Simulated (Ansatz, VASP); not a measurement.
Cd in VASP and in Ansatz

```xyz
2
Lattice="3.0087 0.0000 0.0000 -1.5043 2.6056 0.0000 0.0000 0.0000 5.6177" Properties=species:S:1:pos:R:3 pbc="T T T"
Cd    0.0000    1.7371    1.4044
Cd    1.5043    0.8685    4.2132
```

Change from the starting cell: equal xx and yy strain of +1 %.

Alike in both runs: task single point; functional PBE; k mesh 14 × 14 × 7; occupations fermi-dirac, width 0.05 eV; no spin polarisation.

```csv
,VASP,Ansatz
version,VASP 6.6.1,Ansatz 0.2.0
potentials or method,"VASP PAW PBE potentials, release 64 (Cd), cutoff 520 eV","all-electron LAPW, scalar-relativistic"
```

Ansatz gave:

| Item | Value |
| --- | --- |
| pressure (GPa) | 1.7 |
| largest component of the traceless stress (GPa) | 0.38 |

**Question.** What did VASP give for the same quantities?

**Answer.** Pressure (GPa): 2.0; largest component of the traceless stress (GPa): 0.51.

Ansatz ran all-electron here, so the differences hold the error of VASP's frozen core and of both bases.
